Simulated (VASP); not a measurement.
Here is a VASP 6.6.1 calculation.

The input INCAR:

```
PREC     = Accurate       # precision mode
ENCUT    = 520            # plane-wave cutoff, eV
EDIFF    = 1E-7           # SCF threshold, eV
ISMEAR   = 0              # smearing method
SIGMA    = 0.02           # smearing width, eV
LREAL    = F              # projectors in reciprocal space
LASPH    = T              # aspherical terms in the spheres
NELM     = 100            # most SCF steps
ALGO     = Normal         # electronic algorithm
ISIF     = 2              # what is computed and relaxed
LWAVE    = F              # write WAVECAR
LCHARG   = F              # write CHGCAR
```

The input KPOINTS:

```
regular mesh
0
Gamma
  14 14 14
```

File POSCAR:

```
C                                       
1.0
    0.0000000000      1.7679043440      1.7679043440
    1.7679043440     -0.0000000000      1.7679043440
    1.7679043440      1.7679043440     -0.0000000000
  C             
     2
Direct
     0.0000000000000000    0.0000000000000000    0.0000000000000000
     0.2500000000000000    0.2500000000000000    0.2500000000000000
```

Potentials or basis: VASP PAW LDA potentials, release 64 (C).

Run with:

```console
$ cat potpaw_LDA.64/C/POTCAR > POTCAR
$ mpirun -np 1 vasp_std > vasp.out
```

Question: Predict the band gap on the k mesh.

Answer: 4.16 eV, indirect (least direct gap 5.62 eV).

Question: Estimate the pressure.

Answer: 0.0 GPa.

A k mesh can miss the band edges. Expect the measured gap to be larger: semilocal functionals such as LDA lack the derivative discontinuity.
